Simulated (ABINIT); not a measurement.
Wanted: the native input for an ABINIT 10.8.3 (patched build) run.

```
Task                : equation of state
Functional          : LDA
Potentials or basis : JTH PAW LDA v2.0
Cutoff              : 599 eV
k mesh              : 12 × 12 × 12
Occupations         : fermi-dirac, width 0.05 eV
Spin                : no spin polarisation
Fine-grid cutoff    : 1197.3 eV
```

Crystal: Zn.

```
Zn
1.0
     0.00000    1.96478    1.96478
     1.96478    0.00000    1.96478
     1.96478    1.96478    0.00000
Zn
1
Cartesian
  0.0000 0.0000 0.0000
```

This isn't the form of Zn at room conditions, which is hcp.

One way to write it, as run:

run.abi

```
# Datasets: one volume each
ndtset 7
getwfk -1
scalecart1 3*0.9795861087
scalecart2 3*0.9864848297
scalecart3 3*0.9932883884
scalecart4 3*1.0000000000
scalecart5 3*1.0066227096
scalecart6 3*1.0131594038
scalecart7 3*1.0196128224

# Pseudopotentials
pp_dirpath "./"
pseudos "Zn.LDA_PW-JTH.xml"

# Structure
acell 3*1.0 Angstrom
rprim
     0.0000000000     1.9647760000     1.9647760000
     1.9647760000     0.0000000000     1.9647760000
     1.9647760000     1.9647760000     0.0000000000
ntypat 1
znucl 30
natom 1
typat 1
xred
     0.0000000000     0.0000000000     0.0000000000

# Plane-wave basis
ecut 22.0
pawecutdg 44.0

# k points
kptopt 1
ngkpt 12 12 12
nshiftk 1
shiftk 0.0 0.0 0.0

# Exchange and correlation
ixc 7

# Bands and occupations
nband 10
occopt 3
tsmear 0.05 eV

# SCF cycle
nstep 100
tolvrs 1.0e-9

# Output
iomode 3
prtwf 1
prtden 0
prteig 0
prtebands 0
enunit 1
```

Potentials or basis: JTH PAW LDA v2.0.

Launch:

```bash
$ abinit run.abi > log 2>&1
```

It gave:

```yaml
Equilibrium_volume: "13.47 Å³/atom (rough: see the caveat)"
Bulk_modulus: 99 GPa (rough)
```

Caveat: pressures at fixed basis lie under the slope of the energies; the minimum lies outside the volumes run.

Wall time 110 s on 1 thread of Arm Neoverse V1, on a shared host, peak memory 0.11 GiB.
